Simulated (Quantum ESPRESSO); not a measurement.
**HfC in Quantum ESPRESSO: the effect of target pressure**

Crystal: HfC.

```
CELL_PARAMETERS angstrom
0.00000 2.32500 2.32500
2.32500 0.00000 2.32500
2.32500 2.32500 0.00000
ATOMIC_POSITIONS crystal
Hf 0.50000 0.50000 0.50000
C 0.00000 0.00000 0.00000
```

Alike in all runs:

```yaml
Program: Quantum ESPRESSO 7.5
Task: phonons
Functional: PBEsol
Potentials_or_basis: GBRV 1.5 PBEsol
Cutoff: 612 eV
Density_cutoff: 4898 eV
k_mesh: 10 × 10 × 10
Occupations: cold, width 0.2 eV
Spin: no spin polarisation
```

Each run relaxes the cell or the atoms first.

```tsv
target pressure	relaxed volume (Å³/atom)	highest phonon frequency (cm⁻¹)
-3 GPa	12.40	438
0 GPa	12.25	451
3 GPa	12.11	464
8 GPa	?	?
15 GPa	11.61	510
```

Question: What does the run with target pressure 8 GPa give?

Answer: Relaxed volume 11.89 Å³/atom; highest phonon frequency 484 cm⁻¹.

Worked out: In Murnaghan's law V^(-B') rises as a straight line in P. The other rows fit best with B' = 3.6, V0 = 12.25 Å³/atom and B0 = 253 GPa, which gives 11.89 Å³/atom at 8 GPa, against the run's 11.89. A straight line through the other rows of the highest phonon frequency, of slope 3.97 cm⁻¹ per GPa, gives 483 cm⁻¹, against the run's 484.

Caveats: the cell is more than 3 GPa from zero pressure, which shifts response properties (some runs).
